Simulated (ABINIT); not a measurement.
# HfO2 (Fm-3m) in ABINIT: reference runs

Reference runs on HfO2: the cell as given and a disturbed copy.

Everything below comes from runs of ABINIT 10.8.3 (patched build). Logs are shortened: lines on timing, memory, paths and dates and some standing lists are left out, and cuts for length are marked. The log counts tension as positive stress, the text compression.

### 1 Starting point

Symmetry: Fm-3m, No. 225, cubic system. Conventional cell: a = 5.115 Å, b = 5.115 Å, c = 5.115 Å, α = 90.00°, β = 90.00°, γ = 90.00°. Hf (site symmetry m-3m) is surrounded by 8 O at 2.21 Å. O (site symmetry -43m) has 4 Hf at 2.21 Å as nearest neighbours.

Measurements of this composition are mostly on another form, of space group No. 14.

### 2 Single point, PBE

The input, run.abi:

```
# Pseudopotentials
pp_dirpath "./"
pseudos "Hf.GGA_PBE-JTH.xml, O.GGA_PBE-JTH.xml"

# Structure
acell 3*1.0
rprim
     0.0000000000     4.8329745637     4.8329745637
     4.8329745637     0.0000000000     4.8329745637
     4.8329745637     4.8329745637     0.0000000000
ntypat 2
znucl 72 8
natom 3
typat 1 2 2
xred
     0.0000000000     0.0000000000     0.0000000000
     0.7500000000     0.7500000000     0.7500000000
     0.2500000000     0.2500000000     0.2500000000

# Plane-wave basis
ecut 625.861884 eV
pawecutdg 45.0

# k points
kptopt 1
ngkpt 9 9 9
nshiftk 1
shiftk 0.0 0.0 0.0

# Exchange and correlation
ixc 11

# Bands and occupations
nband 16
occopt 3
tsmear 0.05 eV

# SCF cycle
nstep 100
tolvrs 1.0e-9

# Output
iomode 3
prtwf 0
prtden 0
prteig 0
prtebands 0
enunit 2
```

Potentials or basis: JTH PAW PBE v2.0.

Command:

```bash
> abinit run.abi > log 2>&1
```

run.abo:

```text
.Version 10.8.3 of ABINIT
 Symmetries : space group Fm -3 m (#225); Bravais cF (face-center cubic)
================================================================================
 Values of the parameters that define the memory need of the present run
     intxc =       0    ionmov =       0      iscf =      17    lmnmax =      18
     lnmax =       6     mgfft =      30  mpssoang =       3    mqgrid =    3001
     natom =       3  nloc_mem =       2    nspden =       1   nspinor =       1
    nsppol =       1      nsym =      48    n1xccc =       1    ntypat =       2
    occopt =       3   xclevel =       2
       mpw =        1218          nfft =       27000          nkpt =          35
 PAW method is used; the additional fine FFT grid is defined by:
   mgfftf=        45    nfftf =     91125
================================================================================
================================================================================

--------------------------------------------------------------------------------
------------- Echo of variables that govern the present computation ------------
--------------------------------------------------------------------------------
 -outvars: echo values of preprocessed input variables --------
            acell      1.0000000000E+00  1.0000000000E+00  1.0000000000E+00 Bohr
              amu      1.78490000E+02  1.59994000E+01
             ecut      2.30000000E+01 Hartree
           enunit           2
              ixc          11
         kptrlatt        9    0    0      0    9    0      0    0    9
          kptrlen      6.15137236E+01
            natom           3
            nband          16
            ngfft          30      30      30
          ngfftdg          45      45      45
             nkpt          35
            nstep         100
             nsym          48
           ntypat           2
           occopt           3
        pawecutdg      4.50000000E+01 Hartree
         pawxcdev           0
           prtden           0
        prtebands           0
           prteig           0
            prtwf           0
            rprim      0.0000000000E+00  4.8329745637E+00  4.8329745637E+00
                       4.8329745637E+00  0.0000000000E+00  4.8329745637E+00
                       4.8329745637E+00  4.8329745637E+00  0.0000000000E+00
          spgroup         225
           tolvrs      1.00000000E-09
           tsmear      1.83746611E-03 Hartree
            typat      1  2  2
           useylm           1
           xangst      0.0000000000E+00  0.0000000000E+00  0.0000000000E+00
                       3.8362499974E+00  3.8362499974E+00  3.8362499974E+00
                       1.2787499991E+00  1.2787499991E+00  1.2787499991E+00
            xcart      0.0000000000E+00  0.0000000000E+00  0.0000000000E+00
[... 157 lines left out ...]
    1     -0.00000000000000    -0.00000000000000    -0.00000000000000
    2     -0.00000000000000    -0.00000000000000     0.00000000000000
    3      0.00000000000000     0.00000000000000    -0.00000000000000
 frms,max,avg= 2.0203827E-29 3.7303789E-29   0.000E+00  0.000E+00  0.000E+00 e/A
 length scales=  1.000000000000  1.000000000000  1.000000000000 bohr
              =  0.529177210544  0.529177210544  0.529177210544 angstroms
 Fermi (or HOMO) energy (hartree) =   0.08378   Average Vxc (hartree)=  -0.43068
 Eigenvalues (hartree) for nkpt=  35  k points:
 kpt#   1, nband= 16, wtk=  0.00137, kpt=  0.0000  0.0000  0.0000 (reduced coord)
  -2.25430   -1.09503   -1.09503   -1.09503   -0.68340   -0.57726   -0.19155   -0.19155
  -0.19155   -0.02298   -0.02298   -0.02298    0.13964    0.13964    0.20542    0.37054
      occupation numbers for kpt#   1
   2.00000    2.00000    2.00000    2.00000    2.00000    2.00000    2.00000    2.00000
   2.00000    2.00000    2.00000    2.00000    0.00000    0.00000    0.00000    0.00000
 prteigrs : prtvol=0 or 1, do not print more k-points.

 Fermi (or HOMO) energy (eV) =   2.27973   Average Vxc (eV)= -11.71951
 Eigenvalues (   eV  ) for nkpt=  35  k points:
 kpt#   1, nband= 16, wtk=  0.00137, kpt=  0.0000  0.0000  0.0000 (reduced coord)
 -61.34263  -29.79721  -29.79721  -29.79721  -18.59614  -15.70791   -5.21238   -5.21238
  -5.21238   -0.62532   -0.62532   -0.62532    3.79979    3.79979    5.58974   10.08288
 prteigrs : prtvol=0 or 1, do not print more k-points.

--- !EnergyTerms
iteration_state     : {dtset: 1, }
comment             : Components of total free energy in Hartree
kinetic             :  2.04769564145984E+01
hartree             :  1.34431320582191E+01
xc                  : -1.49842419027551E+01
Ewald energy        : -6.72333631159552E+01
psp_core            :  1.08440380763264E+01
local_psp           : -2.75615890716869E+01
PAW spherical_terms : -1.75440409371429E+01
internal            : -8.25591084783961E+01
'-kT*entropy'       :  1.85200635242307E-15
total_energy        : -8.25591084783961E+01
total_energy_eV     : -2.24654778892948E+03
...

--- !EnergyTermsDC
iteration_state     : {dtset: 1, }
comment             : '"Double-counting" decomposition of free energy'
band_energy         : -1.48752322630220E+01
Ewald energy        : -6.72333631159552E+01
psp_core            :  1.08440380763264E+01
xc_dc               : -1.67561157488905E+01
PAW spherical_terms :  5.46156190735308E+00
internal            : -8.25591111441883E+01
'-kT*entropy'       :  1.85200635242307E-15
total_energy_dc     : -8.25591111441883E+01
total_energy_dc_eV  : -2.24654786146938E+03
...

--- !EnergyTermsWithPAWCore
iteration_state     : {dtset: 1, }
comment             : 'Components of total free energy, including PAW core contributions'
Total energy        : -1.52292339884341E+04
Total energy DC     : -1.52292339910999E+04
Total energy (eV)   : -4.14408568289701E+05
Total energy DC (eV): -4.14408568362241E+05
...

 Cartesian components of stress tensor (hartree/bohr^3)
  sigma(1 1)=  1.97000205E-04  sigma(3 2)=  0.00000000E+00
  sigma(2 2)=  1.97000205E-04  sigma(3 1)=  0.00000000E+00
  sigma(3 3)=  1.97000205E-04  sigma(2 1)=  0.00000000E+00

-Cartesian components of stress tensor (GPa)         [Pressure= -5.7959E+00 GPa]
- sigma(1 1)=  5.79594613E+00  sigma(3 2)=  0.00000000E+00
- sigma(2 2)=  5.79594613E+00  sigma(3 1)=  0.00000000E+00
- sigma(3 3)=  5.79594613E+00  sigma(2 1)=  0.00000000E+00

== END DATASET(S) ==============================================================
================================================================================

 -outvars: echo values of variables after computation  --------
            acell      1.0000000000E+00  1.0000000000E+00  1.0000000000E+00 Bohr
           etotal     -8.2559111144E+01
            fcart     -2.9193718007E-47 -1.4508863730E-31 -1.4508863730E-31
                      -4.3526591189E-31 -1.4508863730E-31  7.2544318648E-31
                       4.3526591189E-31  2.9017727459E-31 -5.8035454918E-31
            rprim      0.0000000000E+00  4.8329745637E+00  4.8329745637E+00
                       4.8329745637E+00  0.0000000000E+00  4.8329745637E+00
                       4.8329745637E+00  4.8329745637E+00  0.0000000000E+00
           strten      1.9700020485E-04  1.9700020485E-04  1.9700020485E-04
                       0.0000000000E+00  0.0000000000E+00  0.0000000000E+00
           xangst      0.0000000000E+00  0.0000000000E+00  0.0000000000E+00
                       3.8362499974E+00  3.8362499974E+00  3.8362499974E+00
                       1.2787499991E+00  1.2787499991E+00  1.2787499991E+00
             xred      0.0000000000E+00  0.0000000000E+00  0.0000000000E+00
                       7.5000000000E-01  7.5000000000E-01  7.5000000000E-01
                       2.5000000000E-01  2.5000000000E-01  2.5000000000E-01
 Calculation completed.
```

Run time: 24 s. Hardware: 1 thread of Arm Neoverse V2, shared host; peak memory 0.13 GiB.

What came out:

* Free energy: -2246.5479 eV
* Pressure: -5.8 GPa
* Band gap on the k mesh: 3.84 eV, indirect (least direct gap 3.96 eV)
* Valence electrons inside the program's atomic spheres: Hf 9.36; O 4.61

Caveat: spin-orbit coupling is left out, which moves the levels of the heavy elements; an odd mesh through Γ misses points on the zone boundary, where band edges often lie.

### 3 Single point, PBE (atoms moved at random, drawn with an rms of 0.05 Å)

The input, run.abi:

```
# Pseudopotentials
pp_dirpath "./"
pseudos "Hf.GGA_PBE-JTH.xml, O.GGA_PBE-JTH.xml"

# Structure
acell 6.8348581746 6.8348581746 6.8348581746
rprim
     0.0000000000     0.7071067812     0.7071067812
     0.7071067812     0.0000000000     0.7071067812
     0.7071067812     0.7071067812     0.0000000000
ntypat 2
znucl 72 8
natom 3
typat 1 2 2
xred
     0.0090260000     0.0007760000    -0.0152430000
     0.7464370000     0.7487370000     0.7572420000
     0.2510910000     0.2400870000     0.2500430000
chkprim 0
chksymtnons 0
tolsym 1.0e-6

# Plane-wave basis
ecut 23.0
pawecutdg 45.0

# k points
kptopt 1
ngkpt 9 9 9
nshiftk 1
shiftk 0.0 0.0 0.0

# Exchange and correlation
ixc 11

# Bands and occupations
nband 16
occopt 3
tsmear 0.05 eV

# SCF cycle
nstep 100
tolvrs 1.0e-9

# Output
iomode 3
prtwf 0
prteig 0
prtebands 0
prtden 1
prtvha 1
prtvclmb 1
prtpot 1
```

Potentials or basis: JTH PAW PBE v2.0.

Command:

```bash
> abinit run.abi > log 2>&1
```

run.abo:

```text
.Version 10.8.3 of ABINIT
 Symmetries : space group P1 (#  1); Bravais aP (primitive triclinic)
================================================================================
 Values of the parameters that define the memory need of the present run
     intxc =       0    ionmov =       0      iscf =      17    lmnmax =      18
     lnmax =       6     mgfft =      30  mpssoang =       3    mqgrid =    3001
     natom =       3  nloc_mem =       2    nspden =       1   nspinor =       1
    nsppol =       1      nsym =       1    n1xccc =       1    ntypat =       2
    occopt =       3   xclevel =       2
       mpw =        1218          nfft =       27000          nkpt =         365
 PAW method is used; the additional fine FFT grid is defined by:
   mgfftf=        45    nfftf =     91125
================================================================================
================================================================================

[... 269 lines left out ...]
================================================================================

 -outvars: echo values of variables after computation  --------
            acell      6.8348581746E+00  6.8348581746E+00  6.8348581746E+00 Bohr
           etotal     -8.2558590911E+01
            fcart      2.6479150234E-03  1.2667830622E-03 -3.1057162798E-03
                      -8.0722789077E-03 -1.3406390605E-03 -5.4078431016E-04
                       5.4243638843E-03  7.3855998366E-05  3.6465005899E-03
            rprim      0.0000000000E+00  7.0710678120E-01  7.0710678120E-01
                       7.0710678120E-01  0.0000000000E+00  7.0710678120E-01
                       7.0710678120E-01  7.0710678120E-01  0.0000000000E+00
           strten      1.7896147216E-04  1.8436778700E-04  1.8334482072E-04
                      -3.3092325837E-05  1.3671353136E-06 -1.3352343410E-05
           xangst     -3.6999352475E-02 -1.5899977489E-02  2.5068614983E-02
                       3.8515412899E+00  3.8456590399E+00  3.8239075025E+00
                       1.2535074742E+00  1.2816502041E+00  1.2561877342E+00
             xred      9.0260000000E-03  7.7600000000E-04 -1.5243000000E-02
                       7.4643700000E-01  7.4873700000E-01  7.5724200000E-01
                       2.5109100000E-01  2.4008700000E-01  2.5004300000E-01
 Calculation completed.
```

Wall time 3.5 min (1 thread of Arm Neoverse V2, shared host); peak memory 0.35 GiB.

What came out:

| Item | Value |
| --- | --- |
| Free energy | -2246.5337 eV |
| Pressure | -5.4 GPa |
| Largest force | 0.422 eV/Å |
| Band gap on the k mesh | 3.84 eV, indirect (least direct gap 3.95 eV) |
| Valence electrons inside the program's atomic spheres | Hf 9.36; O 4.61 |

Forces on the atoms (eV/Å):
```
Hf   0.136  0.065 -0.160
O   -0.415 -0.069 -0.028
O    0.279  0.004  0.188
```

Caveat: spin-orbit coupling is left out, which moves the levels of the heavy elements; an odd mesh through Γ misses points on the zone boundary, where band edges often lie.
